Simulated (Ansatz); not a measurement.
## Computed properties of BAs

```xyz
2
Lattice="0.0000 2.3068 2.3068 2.3068 0.0000 2.3068 2.3068 2.3068 0.0000" Properties=species:S:1:pos:R:3 pbc="T T T"
B     0.0000    0.0000    0.0000
As    2.3068    2.3068    2.3068
```

Atom numbers follow the list: B1, As2.

The conventional cell has a = 4.614 Å, b = 4.614 Å, c = 4.614 Å, α = 90.00°, β = 90.00°, γ = 90.00°. B (atom 1) has 6 As at 2.31 Å as nearest neighbours. As (atom 2) is surrounded by 6 B at 2.31 Å.

The cell was built from the rocksalt type and relaxed in the same program, and has space group Fm-3m; it needn't be a known or the stable phase.

All numbers are computed: DFT, PBE, all-electron LAPW, scalar-relativistic (Ansatz 0.2.0); DFT, PBE, PAW with Ansatz's default frozen-core files, scalar-relativistic (Ansatz 0.2.0).

For LAPW: a Γ-centred 14×14×14 k mesh, Fermi–Dirac smearing of 0.05 eV, basis error target 0.5 meV/atom, no spin polarisation. PAW takes a cutoff of 420 eV at this cell. The Ansatz runs share mesh, smearing and spin set-up. Values come from LAPW unless marked.

* Löwdin charges (with 0.05 e of the cell spilling out of the atomic basis, so their sizes and signs hang on that basis): B1 -0.57, As2 0.62 e
* Volume per atom: 12.28 Å³
* Pressure at this cell: 0.01 GPa

(1) Bader charges (from the PAW run): what does the calculation give?

(2) Density of states at the Fermi level (0.2 eV bin): what does the calculation give?

(3) Give the computed value. Band gap.

Answers

(1) B1 -0.17, As2 +0.17 e.

(2) 0.77 states/eV per cell.

(3) none: bands cross the Fermi level, a metal.
